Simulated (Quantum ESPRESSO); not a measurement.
Crystal: GaP.

```
CELL_PARAMETERS angstrom
0.00000 2.72525 2.72525
2.72525 0.00000 2.72525
2.72525 2.72525 0.00000
ATOMIC_POSITIONS crystal
Ga 0.00000 0.00000 0.00000
P 0.75000 0.75000 0.75000
```

| Quantity | Value |
| --- | --- |
| Program | Quantum ESPRESSO 7.5 |
| Task | phonons |
| Functional | RPBE |
| Potentials or basis | PseudoDojo 0.4.1 SR PBE standard |
| Cutoff | 1088 eV |
| Density cutoff | 4354 eV |
| k mesh | 6 × 6 × 6, shifted |
| Occupations | fermi-dirac, width 0.05 eV |
| Spin | no spin polarisation |
| Mixing beta | 0.5 |
| Most SCF iterations | 120 |
| SCF threshold | 4e-10 Ry |

The cell and the atoms were relaxed first, to 21.42 Å³/atom (a = 3.928 Å, b = 3.928 Å, c = 3.928 Å, α = 60.00°, β = 60.00°, γ = 60.00°), and the response was taken there.

The first run showed a gap, so the response started from a second, tighter run with fixed occupations.

The run gives a transverse optical frequency of 337 cm⁻¹, an electronic dielectric constant of 10.58 and Born charges of ±2.27 e.

**Question.** What are the longitudinal frequency and the static dielectric constant?

**Answer.** The longitudinal mode lies at 374 cm⁻¹, 37 cm⁻¹ over the transverse one, and the static constant is 13.01. The two agree with the Lyddane-Sachs-Teller relation: (374/337)² = 1.23 and 13.01/10.58 = 1.23.

Caveat: the potentials were made for another functional, which shifts forces and pressure.
